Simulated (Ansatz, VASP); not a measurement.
## Hg: VASP beside Ansatz

Contents of INCAR:

```
SYSTEM = Hg
  ALGO = Normal
  EDIFF = 1E-7
  ENCUT = 520
  GGA = PE
  ISIF = 2
  ISMEAR = -1
  LASPH = .TRUE.
  LCHARG = .FALSE.
  LREAL = .FALSE.
  LWAVE = .FALSE.
  NBANDS = 12
  NELM = 80
  PREC = Accurate
  SIGMA = 0.1
```

KPOINTS

```
k-points
0
G
  8 8 8
  0 0 0
```

The input POSCAR:

```
Hg
1.0
    2.0783995336      1.1999645302      1.9747385792
   -2.0783995336      1.1999645302      1.9747385792
    0.0000000000     -2.3999290604      1.9747385791
Hg
1
Direct
    0.0000000000      1.0000000000      0.0000000000
```

Input for Ansatz:

```yaml
crystal:
  lattice:
    - [2.0783995336, 1.1999645302, 1.9747385792]
    - [-2.0783995336, 1.1999645302, 1.9747385792]
    - [0.0, -2.3999290604, 1.9747385791]
  atoms:
    - { symbol: Hg, position: [0.0, 1.0, 0.0] }
hamiltonian:
  xc: pbe
  pseudopotentials:
    kind: paw
    azcp:
      Hg: "pseudopotentials/Hg.paw.azcp"
basis:
  ecutwfc: 420
  fft_grid_basis: typed
kpoints:
  mp_grid: { grid: [8, 8, 8], shift: [0, 0, 0] }
magnetization:
  spin_polarized: false
scf:
  occupations: { method: fermi_dirac, width: 0.1 }
  lower_state_search: "off"
output:
  stress: true
  write_density: true
  write_potential: true
  elf: true
  volumetric_format: npy
```

Alike in both runs: task single point; functional PBE; k mesh 8 × 8 × 8; occupations fermi-dirac, width 0.1 eV; no spin polarisation.

```csv
,VASP,Ansatz
version,VASP 6.6.1,Ansatz 0.2.0
potentials or method,"VASP PAW PBE potentials, release 64 (Hg)","plane waves (420 eV) with PAW, scalar-relativistic"
plane-wave cutoff (eV),520,420
valence electrons in the cell,12,20
```

Ansatz gave:

```
pressure (GPa)                                  : -0.2
largest component of the traceless stress (GPa) : 0.29
```

**Question.** Which values does VASP return?

**Answer.** Pressure (GPa): 0.0; largest component of the traceless stress (GPa): 0.25.

The two sets of potentials don't hold the same shells in valence.

Spin-orbit coupling is left out, which matters for the levels of Hg.
